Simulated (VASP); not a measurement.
Crystal: Al2O3 (Corundum).

```
CELL_PARAMETERS angstrom
2.40435 1.38815 4.37450
-2.40435 1.38815 4.37450
0.00000 -2.77631 4.37450
ATOMIC_POSITIONS crystal
Al 0.35215 0.35215 0.35215
Al 0.14785 0.14785 0.14785
Al 0.64785 0.64785 0.64785
Al 0.85215 0.85215 0.85215
O 0.55617 0.94383 0.25000
O 0.25000 0.55617 0.94383
O 0.94383 0.25000 0.55617
O 0.44383 0.05617 0.75000
O 0.75000 0.44383 0.05617
O 0.05617 0.75000 0.44383
```

| Item | Value |
| --- | --- |
| Program | VASP 6.6.1 |
| Task | relaxation of cell and atoms |
| Functional | LDA |
| Potentials or basis | VASP PAW LDA potentials, release 64 (Al, O) |
| Cutoff | 600 eV |
| k mesh | 6 × 6 × 6 |
| Occupations | gaussian, width 0.02 eV |
| Spin | no spin polarisation |

At the start: pressure -11.7 GPa; volume 8.76 Å³/atom.

Q: How do energy, volume and symmetry change on relaxing?

A: Over 8 steps the energy falls by 16.2 meV/atom and the volume is 8.34 Å³/atom (-4.8 %); space group R-3c (No. 167, to 0.05 Å).

The path:
```tsv
step	energy change (eV)	largest force (eV/Å)	pressure (GPa)	volume (Å³)
1	0.0000	0.1008	-11.67	87.60
2	-0.0227	0.1328	12.69	79.76
3	-0.1613	0.0350	-0.09	83.40
4	-0.1612	0.0350	0.15	83.32
5	-0.1616	0.0074	0.18	83.30
6	-0.1616	0.0034	0.18	83.31
7	-0.1616	0.0020	-0.12	83.40
8	-0.1617	0.0009	-0.02	83.37
```

Final structure:
```cif
data_structure
_symmetry_space_group_name_H-M 'P 1'
_symmetry_Int_Tables_number 1
_cell_length_a 5.0932
_cell_length_b 5.0932
_cell_length_c 5.0932
_cell_angle_alpha 55.366
_cell_angle_beta 55.366
_cell_angle_gamma 55.366
_cell_volume 83.37
loop_
_atom_site_label
_atom_site_type_symbol
_atom_site_fract_x
_atom_site_fract_y
_atom_site_fract_z
_atom_site_occupancy
Al1 Al 0.35199 0.35199 0.35199 1
Al2 Al 0.14801 0.14801 0.14801 1
Al3 Al 0.64801 0.64801 0.64801 1
Al4 Al 0.85199 0.85199 0.85199 1
O1 O 0.55574 0.94426 0.25000 1
O2 O 0.25000 0.55574 0.94426 1
O3 O 0.94426 0.25000 0.55574 1
O4 O 0.44426 0.05574 0.75000 1
O5 O 0.75000 0.44426 0.05574 1
O6 O 0.05574 0.75000 0.44426 1
```
